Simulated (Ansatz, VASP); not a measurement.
Si3C in VASP and in Ansatz

```
C Si
1.0
     3.44352    0.00000    0.00000
     0.00000    3.44352    0.00000
     0.00000    0.00000    5.02313
C Si
1 3
Direct
  0.00000 0.00000 0.00000
  0.00000 0.50000 0.20212
  0.50000 0.50000 0.50000
  0.50000 0.00000 0.79788
```

Alike in both runs: task single point; functional PBE; k mesh 6 × 6 × 4; occupations fermi-dirac, width 0.02 eV; no spin polarisation.

```csv
,VASP,Ansatz
version,VASP 6.6.1,Ansatz 0.2.0
potentials or method,"VASP PAW PBE potentials, release 64 (C, Si)","plane waves, PAW"
plane-wave cutoff (eV),520,420
valence electrons in the cell,16,16
```

|  | VASP | Ansatz | Ansatz less VASP |
| --- | --- | --- | --- |
| pressure (GPa) | 0.0 | 0.0 | +0.06 |
| largest component of the traceless stress (GPa) | 0.04 | 0.05 | +0.010 |
| rms of the force components (eV/Å) | 0.039 | 0.045 | +0.0066 |

Atom by atom the forces differ by 0.007 eV/Å (rms over components).
